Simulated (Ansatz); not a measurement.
# InP: the cost of one run

Program: Ansatz 0.2.0. Level of theory: DFT PBEsol, scalar-relativistic, plane waves, PAW. These are calculated values, not measurements.

The COD entry's cell or inner coordinates are ideal or old and differ from later refinements, so a difference from it is no clean test against experiment.

5 further runs of the same task are left out: 1 that didn't finish, 4 set aside as unsound or not needed.

### 1 Starting point

Symmetry: F-43m, No. 216, cubic system. Conventional cell: a = 5.878 Å, b = 5.878 Å, c = 5.878 Å, α = 90.00°, β = 90.00°, γ = 90.00°. Around In (site symmetry -43m) lie 4 P at 2.55 Å. P (site symmetry -43m) has 4 In at 2.55 Å as nearest neighbours.

Coordinates:

```cif
data_structure
_symmetry_space_group_name_H-M 'F-43m'
_symmetry_Int_Tables_number 216
_cell_length_a 5.8782
_cell_length_b 5.8782
_cell_length_c 5.8782
_cell_angle_alpha 90.000
_cell_angle_beta 90.000
_cell_angle_gamma 90.000
_cell_volume 203.11
loop_
_atom_site_label
_atom_site_type_symbol
_atom_site_symmetry_multiplicity
_atom_site_Wyckoff_symbol
_atom_site_fract_x
_atom_site_fract_y
_atom_site_fract_z
_atom_site_occupancy
In1 In 4 a 0.00000 0.00000 0.00000 1
P1 P 4 c 0.25000 0.25000 0.25000 1
```

This cell was relaxed beforehand with the same method: volume 25.39 Å³/atom, gap on the mesh 0.57 eV.

The bulk reference comes from a run made before at the same settings: -3132.9335 eV/atom.

### 2 Cutting the (111) slab

Miller indices refer to the conventional cell of the relaxed bulk, F-43m (No. 216): a = 5.878 Å, b = 5.878 Å, c = 5.878 Å, α = 90.00°, β = 90.00°, γ = 90.00°.

Cut from the relaxed bulk: a (111) slab, 11.0 Å thick as cut, with 15 Å of vacuum; its outer planes are In (top) and P (bottom).

The slab as cut. Its planes from the bottom up:

```
plane  atoms per cell  height over the lowest (Å)
    1               P                        0.00
    2              In                        0.85
    3               P                        3.39
    4              In                        4.24
    5               P                        6.79
    6              In                        7.64
    7               P                       10.18
    8              In                       11.03
```

### 3 The slab as cut, atoms at the bulk's places

A dipole layer in the vacuum cancels the field that periodic copies would set up if the slab's two faces differ.

File input.yaml:

```yaml
crystal:
  lattice:
    - [4.1565024001, 0.0, 0.0]
    - [-2.0782512, 3.5996366693, 0.0]
    - [0.0, 0.0, 26.0297524944]
  atoms:
    - { symbol: P, position: [0.0, 0.0, 0.2881318215] }
    - { symbol: In, position: [0.3333333333, 0.6666666667, 0.3207269259] }
    - { symbol: P, position: [0.3333333333, 0.6666666667, 0.418512239] }
    - { symbol: In, position: [0.6666666667, 0.3333333333, 0.4511073434] }
    - { symbol: P, position: [0.6666666667, 0.3333333333, 0.5488926566] }
    - { symbol: In, position: [0.0, 0.0, 0.581487761] }
    - { symbol: P, position: [0.0, 0.0, 0.6792730741] }
    - { symbol: In, position: [0.3333333333, 0.6666666667, 0.7118681785] }
basis:
  ecutwfc: 420
kpoints:
  mp_grid: { grid: [9, 9, 1] }
hamiltonian:
  xc: pbesol
scf:
  occupations: { method: gaussian, width: 0.05 }
output:
  forces: true
  stress: true
  eigenvalues: true
  write_density: true
  write_potential: true
  elf: true
  volumetric_format: npy
efield:
  axis: 3
  dipole_correction: true
  ramp_width: 0.04
```

Launch:

```
$ ansatz run input.yaml --threads 1 --pin off --max-ram 2560MiB --backend cpu --events-out ev --progress --plain --runs-dir out
```

What time and memory should one allow on 1 thread of Intel Xeon Platinum 8259CL at 2.50GHz (Skylake/Cascade Lake), shared host?

About 34 s, with a peak of 0.62 GiB.
